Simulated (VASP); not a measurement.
# Fe: relaxation of cell and atoms with r2SCAN

Crystal: Fe.

```
Fe
1.0
    -1.44300    1.44300    1.44300
     1.44300   -1.44300    1.44300
     1.44300    1.44300   -1.44300
Fe
1
Direct
  0.00000 0.00000 0.00000
```

* Program: VASP 6.6.1
* Task: relaxation of cell and atoms
* Functional: r2SCAN
* Potentials or basis: VASP PAW PBE potentials, release 64 (Fe)
* Cutoff: 600 eV
* k mesh: 18 × 18 × 18
* Occupations: methfessel-paxton, width 0.1 eV
* Spin: collinear spin, ferromagnetic start
* Starting moments: [2.5] μB
* Further INCAR settings: ALGO = Normal; EDIFF = 1e-06; AMIX = 0.2; BMIX = 0.0001; IBRION = 2; EDIFFG = -0.01; NSW = 90; ISIF = 3

```json
{
  "Relaxed volume": "11.70 Å³/atom",
  "Relaxed cell": "a = 2.477 Å, b = 2.477 Å, c = 2.477 Å, α = 109.47°, β = 109.47°, γ = 109.47°",
  "Space group after relaxing (to 0.05 Å)": "Im-3m (No. 229)",
  "Energy gained by relaxing": "5.1 meV/atom",
  "Ionic steps": "3",
  "Pressure after relaxing": "0.0 GPa",
  "Band gap on the k mesh": "none (metal or under the smearing width)",
  "Net moment": "2.62 μB per cell",
  "Site moments": "Fe +2.69 μB",
  "Valence electrons inside the program's atomic spheres": "Fe 7.21"
}
```

The path:
| step | energy change (eV) | largest force (eV/Å) | pressure (GPa) | volume (Å³) |
| --- | --- | --- | --- | --- |
| 1 | 0.0000 | 0.0000 | -4.78 | 12.02 |
| 2 | 0.0001 | 0.0000 | 5.81 | 11.41 |
| 3 | -0.0051 | 0.0000 | 0.02 | 11.70 |

Final structure:
```
Fe
1.0
    -1.43014    1.43014    1.43014
     1.43014   -1.43014    1.43014
     1.43014    1.43014   -1.43014
Fe
1
Direct
  0.00000 0.00000 0.00000
```

Levels at points of the mesh, in eV from the Fermi level:
Spin up:
```
           k point  band 2  band 3  band 4  band 5  band 6  band 7  band 8  band 9
(0.00, 0.00, 0.00)   -3.04   -3.04   -3.04   -1.83   -1.83   25.73   25.73   25.73
(0.50, 0.00, 0.00)   -4.04   -1.79   -1.67   -0.49    0.59    6.97   18.87   20.35
(0.50, 0.50, 0.50)   -5.31   -0.74   -0.74   -0.74   10.02   10.02   10.02   15.60
```
Spin down:
| k point | band 1 | band 2 | band 3 | band 4 | band 5 | band 6 |
| --- | --- | --- | --- | --- | --- | --- |
| (0.00, 0.00, 0.00) | -9.14 | 0.34 | 0.34 | 0.34 | 2.58 | 2.58 |
| (0.50, 0.00, 0.00) | -3.53 | -1.08 | 0.00 | 2.40 | 2.87 | 3.41 |
| (0.50, 0.50, 0.50) | -2.70 | -2.70 | 3.10 | 3.10 | 3.10 | 10.35 |

Run time: 4.1 min on 1 thread of Intel(R) Xeon(R) Platinum 8559C (Emerald Rapids), on a shared host, peak memory 0.17 GiB.

Caveat: the PAW data sets were made with another functional, which shifts forces and pressure a little.
